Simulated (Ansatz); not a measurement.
## Si, space group Fm-3m: relaxations under a series of pressures

Computed with Ansatz 0.2.0, Python API.

Input file `si.cif`:
```cif
data_Si
_cell_length_a 2.361737
_cell_length_b 2.361737
_cell_length_c 2.361737
_cell_angle_alpha 60.00000
_cell_angle_beta 60.00000
_cell_angle_gamma 60.00000
_symmetry_space_group_name_H-M 'P 1'
_symmetry_Int_Tables_number 1
loop_
_symmetry_equiv_pos_as_xyz
'x, y, z'
loop_
_atom_site_label
_atom_site_type_symbol
_atom_site_fract_x
_atom_site_fract_y
_atom_site_fract_z
Si1 Si    0.000000    0.000000    0.000000
```

`compress_si.py`:
```python
"""Volume and enthalpy of Si against pressure."""

import ansatz as az
from ase.io import read
import numpy as np
import pandas as pd

def edges_and_angles(cell):
    cell = np.asarray(cell)
    a, b, c = np.linalg.norm(cell, axis=1)
    cosines = cell[1] @ cell[2] / (b * c), cell[0] @ cell[2] / (a * c), cell[0] @ cell[1] / (a * b)
    return (a, b, c, *np.degrees(np.arccos(cosines)))

atoms = read("si.cif")
si = az.Crystal.from_ase(atoms)

calc = (
    si.calculation()
    .kpoints(15, 15, 15)
    .scf(tolerance=1e-09)
    .occupations("cold")  # the run then minimises F = E - TS
    .functional("pbe")
)

# H = F + PV, with 1 GPa A^3 = 1/160.21766 eV
rows = []
for pressure in [0, 5, 10, 20]:
    outcome = calc.relax(cell=True, pressure=pressure, force_tolerance=0.01, max_steps=100).run(threads=1)
    cell = outcome.lattice.cell_ang
    n_atoms = len(outcome.lattice.sites)
    volume = abs(np.linalg.det(cell)) / n_atoms
    enthalpy = outcome.report["free_energy_ev"] / n_atoms + pressure * volume / 160.21766
    rows.append((pressure, volume, enthalpy, *edges_and_angles(cell)))
    print(f"{pressure} GPa done: {volume:.4f} A^3/atom")

table = pd.DataFrame(rows, columns=["P_GPa", "V_A3_atom", "H_eV_atom", "a", "b", "c", "alpha", "beta", "gamma"])
print(table.round(4).to_string(index=False))
p, v = np.array([row[0] for row in rows], float), np.array([row[1] for row in rows])
print("mean bulk modulus between rows (GPa):", np.round(-np.diff(p) / np.diff(np.log(v)), 1))
```

`python compress_si.py` gives:
```text
DeckWarning: basis.ecutwfc = 420 eV, auto-derived from the records' recommended cutoffs: set by Si (normal level)
DeckWarning: relax.cell: scf.convergence.dr2_threshold = 1e-9 eV is looser than the 1e-10 eV advised for a relaxation that steers and ends on the stress (1e-10 eV for each atom of the cell: 1). What an SCF threshold leaves in a stress goes as its square root, and in the free energy as the threshold itself, and one threshold admits the most on a small cell: of the crystals measured, under no hybrid functional and no lock of the moments, on runs that ended without the residual-converged pass, on [...]
0 GPa done: 14.4499 A^3/atom
5 GPa done: 13.6661 A^3/atom
10 GPa done: 13.0875 A^3/atom
20 GPa done: 12.2367 A^3/atom
 P_GPa  V_A3_atom  H_eV_atom      a      b      c  alpha  beta  gamma
     0    14.4499  -635.2728 2.7340 2.7340 2.7340   60.0  60.0   60.0
     5    13.6661  -634.8346 2.6836 2.6836 2.6836   60.0  60.0   60.0
    10    13.0875  -634.4175 2.6452 2.6452 2.6452   60.0  60.0   60.0
    20    12.2367  -633.6287 2.5866 2.5866 2.5866   60.0  60.0   60.0
mean bulk modulus between rows (GPa): [ 89.6 115.6 148.8]
```
(Warnings from the package without file and line, shortened.)

The volume falls from 14.45 Å³ an atom at 0 GPa to 12.24 at 20 GPa, by 15.3 %. Between 0 and 5 GPa, -V dP/dV is about 90 GPa, a mean over that step.

What to keep in mind:
- Absolute energies stand on the zero of these potentials, so only differences at equal settings mean something.
- At a fixed pressure a relaxation lowers the enthalpy F + PV, while F alone can rise.
- The mesh is modest for a metal, so energies can be off by several to tens of meV an atom and pressures by half a GPa or more; differences at equal mesh fare better.
- A cell that swells this much on relaxing started as a compressed, perhaps high-pressure structure.
- Edges and angles are those of the cell as typed, here a primitive one, not of the conventional cell.
- This isn't the structure that Si takes at ambient conditions.
- Symmetry holds the cell in this phase, whether or not it is the stable one at each pressure.
- Wall time of the script: 27 s on 1 thread of Intel(R) Xeon(R) Processor @ 2.30GHz (shared host), peak memory 0.56 GiB.
